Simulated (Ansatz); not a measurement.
# Au: the cost of one run

Computed with Ansatz 0.2.0 (DFT PBE, scalar-relativistic, plane waves, PAW, unless a step's input says otherwise).

## (1) The structure to begin with

The structure is cubic, space group Pm-3m (No. 221). Conventional cell: a = 3.928 Å, b = 3.928 Å, c = 3.928 Å, α = 90.00°, β = 90.00°, γ = 90.00°. Au (site symmetry 4/mmm) has 8 Au at 2.78 Å as nearest neighbours.

As a file:

```xyz
3
Lattice="3.9284 0.0000 0.0000 0.0000 3.9284 0.0000 0.0000 0.0000 3.9284" Properties=species:S:1:pos:R:3 pbc="T T T"
Au    1.9642    0.0000    0.0000
Au    0.0000    1.9642    0.0000
Au    0.0000    0.0000    1.9642
```

The cell is invented: random cell by space group and Wyckoff sites (Pm-3m, No. 221). The dimensions are guesses.

## (2) The guess as it stands, on a coarse mesh

Contents of input.yaml:

```yaml
crystal:
  lattice:
    - [3.92841308, 0.0, 0.0]
    - [0.0, 3.92841308, 0.0]
    - [0.0, 0.0, 3.92841308]
  atoms:
    - { symbol: Au, position: [0.5, 0.0, 0.0] }
    - { symbol: Au, position: [0.0, 0.5, 0.0] }
    - { symbol: Au, position: [0.0, 0.0, 0.5] }
basis:
  ecutwfc: 420
kpoints:
  mp_grid: { grid: [4, 4, 4] }
hamiltonian:
  xc: pbe
scf:
  occupations: { method: gaussian, width: 0.1 }
  lower_state_search: "off"
output:
  forces: true
  stress: true
  eigenvalues: true
```

The run is started by

```sh
$ ansatz run input.yaml --threads 1 --pin off --max-ram 2048MiB --backend cpu --events-out ev --progress --plain --runs-dir out
```

What time and memory should one allow on 1 thread of Arm Neoverse V1, shared host?

About 1.2 s, with a peak of 0.28 GiB.
